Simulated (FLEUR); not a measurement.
# Moving the strain (εxx = s) in Ag

```
Ag
1.0
    -1.65565    1.65565    1.65565
     1.65565   -1.65565    1.65565
     1.65565    1.65565   -1.65565
Ag
1
Direct
  0.00000 0.00000 0.00000
```

This isn't the form of Ag at room conditions, which is fcc.

Kept alike: task single point; functional PBEsol; k mesh 9 × 9 × 9; occupations fermi-dirac, width 0.05 eV; no spin polarisation. Program: FLEUR, all-electron, FLAPW. The mesh is that of the run's cell of 1 atom. No spin-orbit coupling.

```csv
s,free energy over the lowest row (meV/atom)
-0.04,0.00
-0.02,14.06
-0.01,21.99
0,30.14
0.01,38.42
0.02,47.22
0.04,66.93
```

The cell shown is the unstrained one; x, y and z are its Cartesian axes; atoms keep their fractions. For a metal such a mesh leaves the last digits unconverged.

Question: What does the strain (εxx = s) change here?

Answer: The free energy rises from 0.00 to 66.93 meV/atom between -0.04 and 0.04.
